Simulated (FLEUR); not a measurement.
Runs of FLEUR MaX-R8.1 (later development tree) on Bi. It takes space group Im-3m (No. 229, cubic). The conventional cell has a = 3.963 Å, b = 3.963 Å, c = 3.963 Å, α = 90.00°, β = 90.00°, γ = 90.00°. Bi (site symmetry m-3m) has 8 Bi at 3.43 Å as nearest neighbours. This isn't the form of Bi at room conditions, which is rhombohedral.

```tsv
task	level	spin	cell	k mesh	max iterations	mixing factor	mixer	mixer history	density convergence	gap on the mesh (eV)	V0 of scaled cells (Å³/atom)	B0 (GPa)
equation of state	r2SCAN	off	as given	9 × 9 × 9	-	-	-	-	-	-	31.20	57
equation of state	PBEsol	off	as given	9 × 9 × 9	-	-	-	-	-	-	(a)	60
single point	PBEsol	off	as given	9 × 9 × 9	60	0.05	Anderson	15	1e-05 me/bohr^3	none	-	-
single point	PBEsol	off	cell strained at random at fixed volume	9 × 9 × 9	60	0.05	Anderson	15	1e-05 me/bohr^3	none	-	-
```

Alike in all rows: potentials or basis all-electron, FLAPW; smearing fermi-dirac 0.05 eV; kmax 4.1 1/bohr.

Estimate the missing entries.

(a) 30.07.

Caveats: spin-orbit coupling is left out, which moves the levels of the heavy elements; the meta-GGA is that of a development version, with a GGA for the radial functions and cores and without core tails (some runs).

A k mesh can miss the band edges, and the runs leave out spin-orbit coupling on Bi.

A gap of «none» marks a metal or a gap under the smearing width.

Runs at the PBE level aren't shown here.
